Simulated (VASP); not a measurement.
The system is C.

```
C
1.0
     2.46729    0.00000    0.00000
    -1.23365    2.13674    0.00000
     0.00000    0.00000    7.80307
C
4
Direct
  0.00000 0.00000 0.25000
  0.00000 0.00000 0.75000
  0.33333 0.66667 0.25000
  0.66667 0.33333 0.75000
```

```yaml
Program: VASP 6.6.1
Task: relaxation of cell and atoms
Functional: PBE
Dispersion: D3(BJ)
Potentials_or_basis: VASP PAW PBE potentials, release 64 (C)
Cutoff: 600 eV
k_mesh: 12 × 12 × 4
Occupations: gaussian, width 0.03 eV
Spin: no spin polarisation
```

At the start: pressure -1.1 GPa; volume 10.28 Å³/atom.

Task: Where does the relaxation end?

Result: Over 12 steps the energy falls by 15.3 meV/atom and the volume is 8.80 Å³/atom (-14.4 %); space group P6_3/mmc (No. 194, to 0.05 Å).

Step by step:
```csv
step,energy change (eV),largest force (eV/Å),pressure (GPa),volume (Å³)
1,0.0000,0.0000,-1.12,41.14
2,-0.0034,0.0000,0.24,40.71
3,-0.0048,0.0000,1.67,40.28
4,-0.0057,0.0000,1.68,40.23
5,-0.0082,0.0000,1.53,40.06
6,-0.0133,0.0000,1.47,39.73
7,-0.0233,0.0000,1.18,39.07
8,-0.0417,0.0000,0.79,37.74
9,-0.0612,0.0000,0.17,35.08
10,-0.0612,0.0000,0.18,35.18
11,-0.0612,0.0000,-0.27,35.27
12,-0.0612,0.0000,0.07,35.20
```

Final structure:
```
C
1.0
     2.46485    0.00000    0.00000
    -1.23243    2.13462    0.00000
     0.00000    0.00000    6.69061
C
4
Direct
  0.00000 0.00000 0.25000
  0.00000 0.00000 0.75000
  0.33333 0.66667 0.25000
  0.66667 0.33333 0.75000
```
